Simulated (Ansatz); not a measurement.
Consider the ligand exchange at a B–O bond: `BOC(C)=O` + `CN[SiH2]N` → `BN(C)[SiH2]N` + `CC(=O)O`.

Gas-phase electronic energies from Ansatz, PBE0-D4/def2-TZVP geometries. CCSD(T)/CBS adds triple-zeta CCSD(T) − MP2 to the extrapolated MP2 energy (def2 sets, frozen cores). Functionals use def2-TZVPP. B3LYP here is the variant with VWN-RPA as its local correlation; programs differ in this. One conformer a species, not always the lowest.

`BOC(C)=O`:

```xyz
10

B    -1.363    0.912    1.171
O    -0.242    0.757    0.409
C     0.302   -0.480    0.141
C     1.054   -0.464   -1.147
O     0.194   -1.402    0.887
H    -1.658    2.041    1.424
H    -2.000   -0.037    1.510
H     0.387   -0.176   -1.961
H     1.485   -1.443   -1.338
H     1.841    0.292   -1.096
```

`CN[SiH2]N`:

Cartesian coordinates in Å:
```
C -1.047 -1.421 -0.788
N -0.232 -0.718 0.176
Si 0.119 0.955 0.145
N 1.606 1.204 0.955
H -0.650 -2.420 -0.991
H -1.044 -0.873 -1.733
H -2.095 -1.531 -0.478
H -0.125 -1.202 1.054
H -0.821 1.869 0.863
H 0.059 1.299 -1.307
H 1.769 2.053 1.470
H 2.462 0.785 0.634
```

`BN(C)[SiH2]N`:

Cartesian coordinates in Å:
```
B -0.018 1.658 -0.155
N -0.084 0.306 -0.484
C -0.328 -0.138 -1.850
Si 0.114 -1.008 0.672
N 0.402 -0.559 2.289
H -0.167 2.480 -1.018
H 0.184 1.984 0.979
H -1.242 -0.739 -1.914
H -0.438 0.725 -2.507
H 0.500 -0.752 -2.221
H 1.263 -1.822 0.196
H -1.136 -1.810 0.619
H -0.341 -0.160 2.841
H 1.291 -0.166 2.552
```

`CC(=O)O`:

Cartesian coordinates in Å:
```
C 0.155 -0.747 -0.583
C 0.009 0.238 0.533
O 0.271 0.039 1.687
O -0.466 1.418 0.093
H -0.812 -0.907 -1.063
H 0.832 -0.348 -1.341
H 0.540 -1.686 -0.193
H -0.531 1.993 0.868
```

```tsv
level	ΔE (kcal/mol)	difference from CCSD(T)/CBS
PBE-D4	-10.6	-2.3
B3LYP-D4	-8.4	-0.1
ωB97M-V	-8.9	-0.6
PBE	-9.9	-1.6
PBE0	-9.2	-0.9
HF/def2-TZVPP	-3.8	4.5
MP2/def2-TZVPP	-9.4	-1.1
SCS-MP2/def2-TZVPP	-8.2	0.1
HF/def2-QZVPP	-3.5	4.8
CCSD/CBS(def2)	-7.5	0.8
CCSD(T)/CBS	-8.3	0
```

Largest T1 diagnostic among the species: 0.015.

From PBE to PBE0 (25 % exact exchange), in def2-TZVPP and without D4, ΔE moves by +0.8 kcal/mol. In def2-TZVPP, CCSD(T) changes the Hartree–Fock value by −5.0 kcal/mol (the triples alone add −0.8 kcal/mol) and MP2 by −5.6 kcal/mol.

CCSD(T)/CBS has its own doubt, a few kJ/mol and more with outer-core shells, so smaller differences from it don't rank the levels.
